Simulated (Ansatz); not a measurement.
CuO (Tenorite):

```
CELL_PARAMETERS angstrom
2.34185 -1.71130 0.00000
2.34185 1.71130 0.00000
-0.85003 0.00000 5.05787
ATOMIC_POSITIONS crystal
Cu 0.50631 0.99109 0.50005
Cu 0.99695 0.51187 0.00777
O 0.41258 0.58217 0.75430
O 0.57936 0.40935 0.25162
```

The cell isn't the ideal one: atoms moved at random, drawn with an rms of 0.05 Å.

Below is the output of Ansatz 0.2.0 for this cell. Logs are shortened: lines on timing, memory, paths and dates and some standing lists are left out, and cuts for length are marked.

```text
Warning: RAYON_NUM_THREADS=2 ignored (pool sized by the plan → 2); use --threads N
Engine: ansatz 0.2.0, x86_64-unknown-linux-gnu
Pseudopotentials: kind: paw
Pseudopotential: Cu, paw, valence charge 19, recommended cutoff 420 eV (normal), Cu.paw.azcp
Pseudopotential: O, paw, valence charge 6, recommended cutoff 420 eV (normal), O.paw.azcp
Functional definition: PBE
  parameter kappa = 0.804
  parameter beta = 0.06672455060314922
  exchange = pbe_x(kappa = kappa, mu = beta*pi^2/3)
  correlation = pbe_c(beta = beta)
Crystal: 4 atoms, lattice volume = 40.540 Å³
Basis set: ecut = 420 eV, 787 PW (Γ), exchange–correlation on 40×40×72 points (8 copies of the dense FFT grid, shifted against one another)
Bands: 30, of which v1, the nominal top of the filled ones, is band 25 counted from 1 (24 counted from 0)
Symmetry: 1 space group operations
Space group: P1 (ITA 1), of the structure as read, at distance tolerance 3.4e-5 Å
k-points: 252 of 500 (time reversal used)
Non-local potential: Cu, projectors of the file, l = 0: 3, l = 1: 2, l = 2: 3, l = 3: 1
Non-local potential: O, projectors of the file, l = 0: 2, l = 1: 2, l = 2: 1
PAW form: soft (Blöchl's): semilocal exchange-correlation on the pseudo side does not see the compensation charge
PAW one-centre angular grid: Cu, 590 points (default); XC on 64 Gauss nodes
PAW one-centre angular grid: O, 110 points (default); XC on 64 Gauss nodes
Initial density: superposition of atomic densities (neutral atoms: chi_scale 0, normalization atom), corrected by the library's trained network
Initial wavefunctions: pseudopotential atomic-orbital guess
Functional: x = pbe(κ = 0.804, μ = 0.2195149727645171), c = pbe(β = 0.06672455060314922)
SCF iter   1: F=—  HF=-14382.340751 eV  |F-HF|=—  |Δ(HF+E_count)|=         —  Δρ=4.99e-3  dr2=2.79e-3  ethr=1.77e-3  ⟨swp⟩=5.8  Hψ=26263  notcnv=0
preconditioner: auto → Kerker (q_TF=auto, 2.825 Å⁻¹)  [metal: Δε(μ)=0.009 eV  Ē_g=11.242 eV  σ=0.050 eV  W_gap=0.04  n_scr=20 (ndim 8)  ℏωp=34.0 eV  f_vac=0.000  D(μ)=2.35/eV (n_scr^D=26)]
SCF iter   2: F=—  HF=-14382.340313 eV  |F-HF|=—  |Δ(HF+E_count)|=   4.38e-4  Δρ=2.41e-3  dr2=7.37e-4  ethr=5.58e-6  ⟨swp⟩=2.0  Hψ=13817  notcnv=0
SCF iter   3: F=—  HF=-14382.340181 eV  |F-HF|=—  |Δ(HF+E_count)|=   1.32e-4  Δρ=7.96e-4  dr2=2.06e-4  ethr=1.47e-6  ⟨swp⟩=2.1  Hψ=11849  notcnv=0
SCF iter   4: F=—  HF=-14382.340173 eV  |F-HF|=—  |Δ(HF+E_count)|=   7.67e-6  Δρ=2.55e-4  dr2=2.11e-5  ethr=4.13e-7  ⟨swp⟩=1.0  Hψ=7560  notcnv=0
SCF iter   5: F=—  HF=-14382.340175 eV  |F-HF|=—  |Δ(HF+E_count)|=   2.14e-6  Δρ=1.04e-4  dr2=4.41e-6  ethr=4.21e-8  ⟨swp⟩=2.0  Hψ=11864  notcnv=0
SCF iter   6: F=—  HF=-14382.340175 eV  |F-HF|=—  |Δ(HF+E_count)|=   1.65e-7  Δρ=2.63e-5  dr2=3.79e-7  ethr=8.82e-9  ⟨swp⟩=1.0  Hψ=7560  notcnv=0
SCF iter   7: F=-14382.340175 eV  HF=-14382.340176 eV  |F-HF|=8.06e-8  |Δ(HF+E_count)|=   4.42e-8  Δρ=1.35e-5  dr2=9.55e-8  ethr=2.00e-10  ⟨swp⟩=4.0  Hψ=27160  notcnv=0
SCF 1 converged in 7 iterations: F = -14382.340175 eV  dr2 = 9.55e-8
  greatest PAW one-centre occupation: 1.000 electrons in one spin orbital (limit 2), on the Cu atom at site 0 (counted from 0), in its partial waves of l = 0
SCF converged after 7 iterations
Free energy (F): -14382.340175 eV
Harris-Foulkes:  -14382.340176 eV  (|F-HF|=8.06e-8)
Internal energy: -14382.320954 eV  (E = F + TS)
E sigma→0 (E₀):  -14382.330565 eV
Entropy (-TS):   -0.019222 eV (-4.805 meV/atom)
Fermi energy:    12.242652 eV
--- Per-component energies (eV) ---
  E_band       = -854.146065
  E_kinetic    = 943.083645
  E_local      = -9661.947622  (includes V_loc(G=0)·N_el)
  E_nonlocal   = 879.329691
  E_hartree    = 4186.093642
  E_xc         = -323.891245
  E_vxc        = -415.796215  (∫ρ·V_xc dr)
  E_paw        = -3639.938269  (= ΣΔE_a)
  E_vpaw       = -971.002825  (= ΣTr[D̂ρ^β])
  E_aug_tail   = 0.005563  (compensation charges beyond the density's cutoff)
  E_ewald      = -6765.056358
  E_smearing   = -0.019222  (= −TS)
  E_closure    = -0.000000  (closes the sum)
  Σ components = -14382.340175   (vs F -14382.340175, Δ=0.00e0)
--- Forces (eV/Å), atoms counted from 1 ---
  atom   1  Cu    -0.04263096     0.14142229     0.39616417
  atom   2  Cu    -0.18897799     0.01780973    -0.34187452
  atom   3  O      0.09290437    -0.38551573    -0.10584190
  atom   4  O      0.13870487     0.22628405     0.05156374
  max |Σ_I F_I| component: 1.15e-5 eV/Å
--- Stress (GPa, compression-positive) ---
        5.441735      -0.183595      -1.505118
       -0.183592       6.639881      -0.473877
       -1.505121      -0.473875       4.377386
  P = ⅓ Tr σ = 5.4863 GPa (54.863 kbar)
--- Band table (eV; the first three rows and the last of 252) ---
  k-point 0: bands = ["-100.3482", "-100.3197", "-57.8866", "-57.8519", "-57.8499", "-57.8186", "-57.4288", "-57.4142", "-7.7310", "-6.3814", "4.0586", "6.6612", "7.0522", "8.9314", "9.0432", "9.1245", "9.2532", "9.2808", "9.5207", "9.6445", "9.8881", "10.0463", "10.1088", "10.5983", "12.4461", "13.1777", "13.9221", "18.2263", "20.3821", "25.5139"]
  k-point 1: bands = ["-100.3483", "-100.3197", "-57.8866", "-57.8517", "-57.8499", "-57.8189", "-57.4288", "-57.4142", "-7.6260", "-6.5315", "4.4361", "6.7414", "7.0830", "8.3088", "8.6003", "8.6510", "9.3038", "9.4959", "9.7117", "9.7593", "9.9758", "10.1618", "10.3527", "10.4945", "12.4154", "13.0256", "14.4588", "17.6800", "21.2051", "25.5598"]
  k-point 2: bands = ["-100.3482", "-100.3197", "-57.8866", "-57.8513", "-57.8499", "-57.8192", "-57.4288", "-57.4142", "-7.3476", "-6.8808", "5.4524", "6.8432", "6.9452", "7.1440", "8.2111", "8.2820", "9.4701", "9.5638", "9.8048", "9.8681", "9.9384", "10.1596", "10.6165", "10.7304", "12.3896", "12.6616", "15.5673", "16.6982", "22.8938", "24.8345"]
  k-point 251: bands = ["-100.3469", "-100.3183", "-57.8995", "-57.8637", "-57.8506", "-57.8178", "-57.4371", "-57.4225", "-6.3915", "-6.1346", "5.3484", "5.8982", "6.5692", "6.6469", "7.0595", "7.4654", "9.4009", "9.7048", "9.9783", "10.0204", "10.5166", "10.5292", "10.9082", "11.0057", "11.5589", "12.2092", "16.8821", "18.0529", "20.8678", "21.5738"]
```

**Question.** What input gives this log?

**Answer.** Single point with PBE, no spin polarisation. The files as run (others can give the same):

input.yaml
```yaml
crystal:
  lattice:
    - [2.34185, -1.7113, 0.0]
    - [2.34185, 1.7113, 0.0]
    - [-0.8500274268, 0.0, 5.0578693947]
  atoms:
    - { symbol: Cu, position: [0.506306, -0.008913, 0.500046] }
    - { symbol: Cu, position: [-0.00305, 0.511865, 0.007766] }
    - { symbol: O, position: [0.412581, 0.582175, 0.754304] }
    - { symbol: O, position: [0.579359, 0.409346, 0.251624] }
hamiltonian:
  xc: pbe
  pseudopotentials: { kind: paw }
kpoints:
  mp_grid: { grid: [10, 10, 5] }
scf:
  occupations: { method: fermi_dirac, width: 0.05 }
output:
  forces: true
  stress: true
  eigenvalues: true
```

Potentials or basis: Ansatz PAW.
Command:
```sh
$ ansatz run input.yaml --threads 2 --pin off --max-ram 5120MiB --backend cpu --events-out ev --progress --plain --runs-dir out
```

Caveat: the pressure holds a Pulay correction of +0.7 GPa for the finite cutoff; the run has no spin polarisation, though such a crystal can be magnetic; semilocal functionals often make such compounds metallic where correlation or magnetic order opens a gap, which also shifts bond lengths.
